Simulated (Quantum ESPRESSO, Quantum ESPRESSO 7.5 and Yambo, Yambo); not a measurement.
**InP (F-43m): G0W0 on several meshes in Yambo**

How does the mesh move the gap of InP (F-43m)?

Program: Quantum ESPRESSO 7.5 and Yambo 5.3.0. Level of theory: PBE and many-body steps on it, plane waves. Results are calculated unless marked as measured.

This is a report of a sequence of runs, with most program output left out.

The database entry behind the starting cell differs from later determinations by our own check (0.1 to 0.3 % short, probably kX units), so it need not match the best structure at ambient conditions.

## Step 1: Starting point

Symmetry: F-43m, No. 216, cubic system. Conventional cell: a = 5.861 Å, b = 5.861 Å, c = 5.861 Å, α = 90.00°, β = 90.00°, γ = 90.00°. Nearest to In lie 4 P at 2.54 Å. P has 4 In at 2.54 Å nearest. Farther neighbours are not listed.

The cell and positions come from the Crystallography Open Database and are kept as given unless a step says otherwise.

## Step 2: Empty states on the mesh, 4×4×4 mesh, 606 bands

This step: Quantum ESPRESSO 7.5; DFT, PBE, plane waves, norm-conserving pseudopotentials.

The sums over transitions need many empty states on a uniform mesh; this step solves for them.

pw.in

```
&control
  calculation = 'nscf'
  prefix = 'x'
  outdir = 'o'
  pseudo_dir = 'pseudo'
/
&system
  ibrav = 0
  nat = 2
  ntyp = 2
  ecutwfc = 80.0
  nbnd = 606
  force_symmorphic = .true.
/
&electrons
  conv_thr = 1e-9
  electron_maxstep = 80
  diago_full_acc = .true.
  diago_thr_init = 5e-6
/
ATOMIC_SPECIES
  In 114.82 In.upf
  P 30.974 P.upf
CELL_PARAMETERS angstrom
  -0.0000000000 2.9305000000 2.9305000000
  2.9305000000 -0.0000000000 2.9305000000
  2.9305000000 2.9305000000 -0.0000000000
ATOMIC_POSITIONS crystal
  In 0.0000000000 0.0000000000 0.0000000000
  P 0.2500000000 0.2500000000 0.2500000000
K_POINTS automatic
  4 4 4 0 0 0
```

On the command line:

```console
$ OMP_NUM_THREADS=1 mpirun -n 8 pw.x -nk 4 -in pw.in > pw.out
```

The job ended after 71 s (8 MPI ranks of Arm Neoverse V2, shared host; peak memory 1.7 GiB).

This step gave:

* gap: 0.7080 eV
* k of the valence top: 0, 0, 0
* k of the conduction bottom: 0, 0, 0
* least direct gap: 0.7080 eV
* k points computed: 8
* lowest point of the top converged band, above the valence top: 287.3562 eV

On this mesh the gap is 0.708 eV.

The density comes from a self-consistent run that is not shown.

## Step 3: Conversion and set-up

This step: Yambo 5.3.0; conversion and set-up on PBE, plane waves, norm-conserving pseudopotentials.

The states are converted to the many-body program's format and the q mesh is built.

On the command line:

```console
$ (cd o/x.save; p2y > p2y.log; mv SAVE ../..); yambo > setup.log
```

Run time: 2.6 s. Hardware: 1 MPI rank; peak memory 0.25 GiB.

## Step 4: 4×4×4

Now the one-shot GW correction: screening in the RPA, then the self-energy of the levels asked for.

This step: G0W0 on PBE, plane waves, norm-conserving pseudopotentials.

gw2.in

```
HF_and_locXC
gw0
dyson
ppa
em1d
rim_cut
RandQpts= 1000000
RandGvec= 1 RL
EXXRLvcs= 80 Ry
VXCRLvcs= 320 Ry
Chimod= "HARTREE"
% BndsRnXp
 1 | 255 |
%
NGsBlkXp= 17 Ry
% LongDrXp
 1 | 1 | 1 |
%
% GbndRnge
 1 | 255 |
%
DysSolver= "n"
ExtendOut
PPAPntXp= 27.21138 eV
% QPkrange
 1 | 1 | 12 | 15 |
%
```

On the command line:

```console
$ OMP_NUM_THREADS=1 mpirun -n 8 yambo -F gw2.in -J gw2 -C gw2 > gw2.log
```

Elapsed: 3.5 min, on 8 MPI ranks; peak memory 4.1 GiB; 28 min of CPU time.

Numbers from this step:

| Quantity | Value |
| --- | --- |
| G0W0 gap on the points computed | 1.409 eV |
| starting gap on the mesh | 0.7080 eV |
| k of the valence top | 0, 0, 0 |
| k of the conduction bottom | 0, 0, 0 |
| least direct G0W0 gap on the computed points | 1.409 eV |
| Z at the valence top | 0.7804 |
| Z at the conduction bottom | 0.7939 |

The gap on the mesh goes from 0.71 eV to 1.41 eV, a correction of +0.70 eV.

## Step 5: Empty states on the mesh, 2×2×2 mesh, 255 bands

This step: Quantum ESPRESSO 7.5; DFT, PBE, plane waves, norm-conserving pseudopotentials.

pw.in: that of step 2 with these lines changed.

```diff
@@ -11,3 +11,3 @@
   ecutwfc = 80.0
-  nbnd = 606
+  nbnd = 255
   force_symmorphic = .true.
@@ -31,2 +31,2 @@
 K_POINTS automatic
-  4 4 4 0 0 0
+  2 2 2 0 0 0
```

On the command line:

```console
$ OMP_NUM_THREADS=1 mpirun -n 8 pw.x -nk 4 -in pw.in > pw.out
```

The job ended after 7.6 s (8 MPI ranks; peak memory 0.67 GiB).

Numbers from this step:

- gap: 0.7080 eV
- k of the valence top: 0, 0, 0
- k of the conduction bottom: 0, 0, 0
- least direct gap: 0.7080 eV
- k points computed: 3
- lowest point of the top converged band, above the valence top: 150.1243 eV

On this mesh the gap is 0.708 eV.

## Step 6: Conversion and set-up

This step: Yambo 5.3.0; conversion and set-up on PBE, plane waves, norm-conserving pseudopotentials.

On the command line:

```console
$ (cd o/x.save; p2y > p2y.log; mv SAVE ../..); yambo > setup.log
```

The job ended after 2.2 s (1 MPI rank; peak memory 0.25 GiB).

## Step 7: 2×2×2

This step: G0W0 on PBE, plane waves, norm-conserving pseudopotentials.

gw11.in

```
HF_and_locXC
gw0
dyson
ppa
em1d
rim_cut
RandQpts= 1000000
RandGvec= 1 RL
EXXRLvcs= 80 Ry
VXCRLvcs= 320 Ry
Chimod= "HARTREE"
% BndsRnXp
 1 | 255 |
%
NGsBlkXp= 17 Ry
% LongDrXp
 1 | 1 | 1 |
%
% GbndRnge
 1 | 255 |
%
DysSolver= "n"
ExtendOut
PPAPntXp= 27.21138 eV
% QPkrange
 1 | 1 | 12 | 15 |
%
```

On the command line:

```console
$ OMP_NUM_THREADS=1 mpirun -n 8 yambo -F gw11.in -J gw11 -C gw11 > gw11.log
```

Run time: 18 s. Hardware: 8 MPI ranks; peak memory 2.9 GiB; 2.2 min of CPU time.

Numbers from this step:

```
G0W0 gap on the points computed              : 1.444 eV
starting gap on the mesh                     : 0.7080 eV
k of the valence top                         : 0, 0, 0
k of the conduction bottom                   : 0, 0, 0
least direct G0W0 gap on the computed points : 1.444 eV
Z at the valence top                         : 0.7892
Z at the conduction bottom                   : 0.8014
```

Against G0W0 in Yambo (4×4×4 mesh, 255 bands, screening to 231.3 eV, Godby-Needs plasmon pole), the gap moves by +0.036 eV.

## Step 8: Side by side

Times are wall times on 8 MPI ranks of Arm Neoverse V2, shared host, good to a factor of about two.

| run | mesh | bands | screening cutoff (eV) | DFT gap (eV) | gap on the mesh (eV) | direct (eV) | time |
| --- | --- | --- | --- | --- | --- | --- | --- |
| 4×4×4 | 4×4×4 | 255 | 231.3 | 0.708 | 1.409 | 1.409 | 3.5 min |
| 2×2×2 | 2×2×2 | 255 | 231.3 | 0.708 | 1.444 | 1.444 | 18 s |

## Step 9: Summary of results

```
4×4×4        : 1.409 eV
2×2×2        : 1.444 eV
known limits : not at the basis limit; no spin-orbit coupling; coarse k mesh
```

2×2×2: +0.036 eV against 4×4×4. Bands and cutoff are finite, so the gap is not at the basis limit. The miss can reach some tenths of an eV and take either sign; the mesh is an error of its own. In the G0W0 runs levels were corrected at 1 k point alone, so a gap called «on the mesh» is the least over those, and an edge elsewhere would be missed. The 4×4×4 mesh is coarse for this cell, which bears on the long-range parts of exchange and screening. Mesh or cutoff lie under what a gap needs, so these runs test behaviour and cost; their gaps are not to be quoted. The many-body steps are scalar-relativistic: spin-orbit coupling is not in them.

[Paths, hosts, dates, memory and timing lines, banners, echoed tables and standing remarks are left out of the program output.]

[Logs are printed without paths, hosts, clocks, repeated set-up lines and the standing remarks that a program may print on its own settings, such as how far it seeks lower states.]

[Runs of the session that timed out or met a known fault of the program may be left out.]

[Hosts, paths, dates, database ids (printed as entryN), source tags and the programs' standing remarks are cut or masked in the printed files.]
